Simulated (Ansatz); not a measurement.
The system is CdSe (Cadmoselite).

```xyz
4
Lattice="4.3000 0.0000 0.0000 -2.1500 3.7239 0.0000 0.0000 0.0000 7.0200" Properties=species:S:1:pos:R:3 pbc="T T T"
Cd    2.1500    1.2413    3.5100
Cd    0.0000    2.4826    0.0000
Se    2.1500    1.2413    6.2127
Se    0.0000    2.4826    2.7027
```

Base run:

```yaml
Program: Ansatz 0.2.0
Functional: PBEsol
Potentials_or_basis: all-electron LAPW, relativistic spinors
Cutoff: 257 eV (chosen from the basis error)
Basis_error_allowed: 0.002 eV/atom
k_mesh: 5 × 5 × 3
Occupations: fermi-dirac, width 0.05 eV
Spin: spin-orbit coupling, no magnetisation
```

Its results: band gap on the k mesh 0.46 eV, direct; pressure 0.2 GPa; largest force 0.268 eV/Å.

Problem. The run is repeated on the same cell with these changes: potentials or basis from all-electron LAPW, relativistic spinors to all-electron LAPW, scalar-relativistic; spin from spin-orbit coupling, no magnetisation to no spin polarisation. What comes out?

Solution. Band gap on the k mesh 0.57 eV, direct; pressure 0.2 GPa; largest force 0.269 eV/Å.

Spin-orbit coupling splits the band edges, which narrows the gap.
